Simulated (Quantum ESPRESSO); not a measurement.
BN:

```xyz
4
Lattice="2.4982 0.0000 0.0000 -1.2491 2.1635 0.0000 0.0000 0.0000 6.6357" Properties=species:S:1:pos:R:3 pbc="T T T"
N     1.2491    0.7212    1.6589
N     0.0000    1.4424    4.9768
B     1.2491    0.7212    4.9768
B     0.0000    1.4424    1.6589
```

Program: Quantum ESPRESSO 7.5. Alike in all runs: no spin polarisation; cell as given; smearing fermi-dirac 0.05 eV.

**Question.** Order these runs on this cell by their pressure, lowest first.
A. level PBE; potentials or basis SG15 PBE 1.2; k mesh 4 × 4 × 1; cutoff (eV) 1197; mesh quality coarse
B. level LDA; potentials or basis PseudoDojo 0.4.1 SR LDA stringent; k mesh 12 × 12 × 4; cutoff (eV) 1143; form of the LDA correlation PW92; mesh quality not flagged
C. level BLYP; potentials or basis GBRV 1.5 PBE; k mesh 8 × 8 × 2, shifted; cutoff (eV) 612; mesh quality coarse
D. level WC; potentials or basis GBRV 1.5 PBE; k mesh 8 × 8 × 2, shifted; cutoff (eV) 612; mesh quality coarse

**Answer.** B (-2.9 GPa), D (2.2 GPa), A (4.4 GPa), C (8.8 GPa).

Caveats: some runs use coarse meshes; this functional lacks dispersion, which binds the layers, so the pressure and a relaxed spacing across them are unreliable (some runs); the potentials were made for another functional, which shifts forces and pressure (some runs); the cell is more than 3 GPa from zero pressure, which shifts response properties (some runs).

Not every run made on this cell is shown here.
